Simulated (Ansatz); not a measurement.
## A series in volume scale on P

Plane-wave DFT, scalar-relativistic PAW made under PBE with cores redone for the functional, no dispersion; the given relaxed cell is scaled uniformly, energy at zero smearing counts from the unscaled cell, pressure at the given Fermi-Dirac smearing is positive in compression. The results are calculated, by Ansatz 0.2.0.

The cell before it is scaled or strained (space group P6/mmm, No. 191):
```
P
1.0
      4.4782     0.0000     0.0000
     -2.2391     3.8783     0.0000
      0.0000     0.0000     2.5230
P
3
Direct
  1.00000 0.00000 0.00000
  0.33333 0.66667 0.50000
  0.66667 0.33333 0.50000
```

Settings of every row: spin polarised no; functional RPBE; wave cutoff 420 eV; smearing width 0.1 eV; k mesh 9x9x14.

Atom starting moment: 0 on all atoms.

Limits: the cell comes from a prototype or a list of computed structures and needn't be the stable phase.

| row | volume scale | V (Å³/atom) | energy change per atom (meV) | pressure (GPa) |
| --- | --- | --- | --- | --- |
| 1 | 0.88 | 12.854 | ? | ? |
| 2 | 0.92 | 13.438 | 28.76 | 8.85 |
| 3 | 0.96 | 14.022 | 6.13 | 3.89 |
| 4 | 1.04 | 15.191 | 7.27 | -3.43 |
| 5 | 1.08 | 15.775 | 25.35 | -6.09 |
| 6 | 1.12 | 16.359 | 52.07 | -8.22 |

Question: what energy change per atom and pressure should row 1 give?

Worked fit of energy change per atom. Take u = (V_r/V)^(2/3) − 1 with V_r = 15.191 Å³ an atom, which is twice the finite (Eulerian) strain; such expansions in the strain, on which the Birch-Murnaghan equation of state is built, carry the rest volume and the bulk modulus. The shown rows have u = 0.08518, 0.05483, 0, -0.02484, -0.04818. Least squares give energy change per atom = 7.233 − 504.484 × u + 8879.4 × u² meV; a straight line predicts inner rows, each left out in turn, worse (root mean square 17 against 0.18 meV). The rows lie off it by 0.07, -0.14, 0.04, 0.11, -0.08 (root mean square 0.094 meV). Its lowest point lies at u = 0.0284, or V = 14.57 Å³ an atom, and the curvature there gives the bulk modulus at fixed shape and fractions, B = (4/9)(1 + u)² E″(u)/V = 91.8 GPa. Letting shape and atoms relax would as a rule lower it, by much in layered, chain or molecular crystals. The withheld row has u = 0.1178, so the fit gives 7.233 − 504.484 × (0.1178) + 8879.4 × (0.1178)² = 71.02 meV.

The calculation gave 71.51 meV. The fit lies 0.49 meV (0.75 % of the column's range) below it; its largest miss of a shown row is 0.14 meV. This row lies beyond the range of the fit.

Worked fit of pressure. Take u = (V_r/V)^(2/3) − 1 with V_r = 15.191 Å³ an atom, which is twice the finite (Eulerian) strain; such expansions in the strain, on which the Birch-Murnaghan equation of state is built, carry the rest volume and the bulk modulus. The shown rows have u = 0.08518, 0.05483, 0, -0.02484, -0.04818. Least squares give pressure = −3.438 + 115.399 × u + 337.72 × u² GPa; a straight line predicts inner rows, each left out in turn, worse (root mean square 0.66 against 0.019 GPa). The rows lie off it by 0.01, -0.01, 0.01, 0.01, -0.01. The pressure vanishes at u = 0.0276, or V = 14.58 Å³ an atom, and there the bulk modulus at fixed shape and fractions is B = −V dP/dV = (2/3)(1 + u) dP/du = 91.8 GPa. Letting shape and atoms relax would as a rule lower it, by much in layered, chain or molecular crystals. The withheld row has u = 0.1178, so the fit gives −3.438 + 115.399 × (0.1178) + 337.72 × (0.1178)² = 14.84 GPa.

The calculation gave 14.87 GPa. The fit lies 0.03 GPa (0.13 % of the column's range) below it; its largest miss of a shown row is 0.01 GPa. This row lies beyond the range of the fit.
